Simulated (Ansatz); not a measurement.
Set up this calculation in Ansatz 0.2.0, as the native input.

```yaml
Task: single point
Functional: PBE
Potentials_or_basis: all-electron LAPW, scalar-relativistic
Cutoff: 290 eV (chosen from the basis error)
Basis_error_allowed: 0.003 eV/atom
k_mesh: 5 × 5 × 5
Occupations: fermi-dirac, width 0.02 eV
Spin: no spin polarisation
```

The system is Ge.

```
Ge
1.0
     0.00000    2.82891    2.82891
     2.82891    0.00000    2.82891
     2.82891    2.82891    0.00000
Ge
2
Direct
  0.74799 0.76953 0.73207
  0.49733 0.51418 0.50158
```

The cell isn't the ideal one: atoms moved at random, drawn with an rms of 0.05 Å.

One way to write it, as run:

input.yaml

```yaml
crystal:
  lattice:
    - [0.0, 2.82891, 2.82891]
    - [2.82891, 0.0, 2.82891]
    - [2.82891, 2.82891, 0.0]
  atoms:
    - { symbol: Ge, position: [0.74799, 0.76953, 0.732073] }
    - { symbol: Ge, position: [0.497334, 0.514181, 0.501584] }
kpoints:
  mp_grid: { grid: [5, 5, 5] }
scf:
  occupations: { method: fermi_dirac, width: 0.02 }
hamiltonian:
  xc: pbe
  pseudopotentials: { kind: all_electron, lapw: { basis_error: 0.003 } }
output:
  forces: true
  stress: true
  eigenvalues: true
```

Potentials or basis: all-electron LAPW, scalar-relativistic.

Launch:

```bash
$ ansatz run input.yaml --threads 1 --pin off --max-ram 3072MiB --backend cpu --events-out ev --progress --plain --runs-dir out
```

It gave:

```yaml
Pressure: 4.0 GPa
Largest_force: 0.697 eV/Å
Band_gap_on_the_k_mesh: 0.06 eV, indirect (least direct gap 0.31 eV)
```

Caveat: an odd mesh through Γ misses points on the zone boundary, where band edges often lie.

Run time: 17 s on 1 thread of Intel(R) Xeon(R) Processor @ 2.70GHz (shared host), peak memory 0.34 GiB.
